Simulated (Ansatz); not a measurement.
# GePt under compression: one row to predict

The structure comes from a generated guess, relaxed at this level; another structure or a mixture of phases may lie lower.

All numbers below come from DFT PBE, scalar-relativistic, plane waves, PAW (Ansatz 0.2.0). Plane waves to 420 eV, a 12×12×10 mesh through Γ for the 4-atom cell and 0.10 eV Gaussian smearing; no spin polarisation.

```
Ge Pt
1.0
     3.87592    0.00000    0.00000
    -1.93796    3.35664    0.00000
     0.00000    0.00000    5.42257
Ge Pt
2 2
Direct
  0.33333 0.66667 0.25000
  0.66667 0.33333 0.75000
  0.00000 0.00000 0.00000
  0.00000 0.00000 0.50000
```

The cell was set to several volumes, with shape and atoms relaxed at each where symmetry leaves them free. Pressure is positive in compression, and energies count from the lowest row. No row has a gap on its mesh.

| row | V (Å³/atom) | P (GPa) | ΔE (meV/atom) |
| --- | --- | --- | --- |
| 1 | 15.521 | 25.73 | 149.0 |
| 2 | 16.050 | ? | ? |
| 3 | 16.579 | 10.51 | 32.5 |
| 4 | 17.108 | 4.77 | 7.6 |
| 5 | 17.637 | 0.01 | 0.0 |
| 6 | 18.166 | -3.91 | 6.8 |
| 7 | 18.695 | -7.12 | 25.3 |
| 8 | 19.401 | -10.49 | 64.5 |

Q: Find B = −V·ΔP/ΔV from rows 4 and 6 and from rows 1 and 3, and from the two its slope B′ and its value B0 at zero pressure.

A: Rows 4 and 6 give −(17.108 + 18.166)/2 × (-3.91 − (4.77))/(18.166 − 17.108) = 144.7 GPa at a mean pressure of 0.43 GPa. Rows 1 and 3 give −(15.521 + 16.579)/2 × (10.51 − (25.73))/(16.579 − 15.521) = 230.9 GPa at a mean pressure of 18.12 GPa. So B′ = (230.9 − 144.7)/(18.12 − (0.43)) = 4.87 and B0 = 144.7 − 4.87 × (0.43) = 142.6 GPa. A third-order Birch–Murnaghan fit to all the energies gives B0 = 143.4 GPa and B′ = 5.4.

Q: Estimate the pressure and energy of row 2.

A: From row 5, V0 = 17.637 × (1 + (0.01)/142.6) = 17.638 Å³/atom. Murnaghan's form P = (B0/B′)·[(V0/V)^B′ − 1] gives (142.6/4.87) × [(17.638/16.050)^4.87 − 1] = 17.08 GPa; the computed pressure is 17.42 GPa, so the estimate is off by -0.34 GPa. The work of compression from row 3, with the mean of the two pressures, gives ΔE = 32.5 + (17.08 + 10.51)/2 × (16.579 − 16.050)/160.2 × 1000 = 78.1 meV/atom (1 eV/Å³ = 160.2 GPa); the computed value is 78.2 meV/atom.

These runs have no spin–orbit coupling, which can matter for Pt. All volumes keep the k mesh of the relaxed cell. A later test with randomly moved atoms ended 2 meV/atom lower, in Pnma at a loose tolerance, which is no clear verdict on its stability.
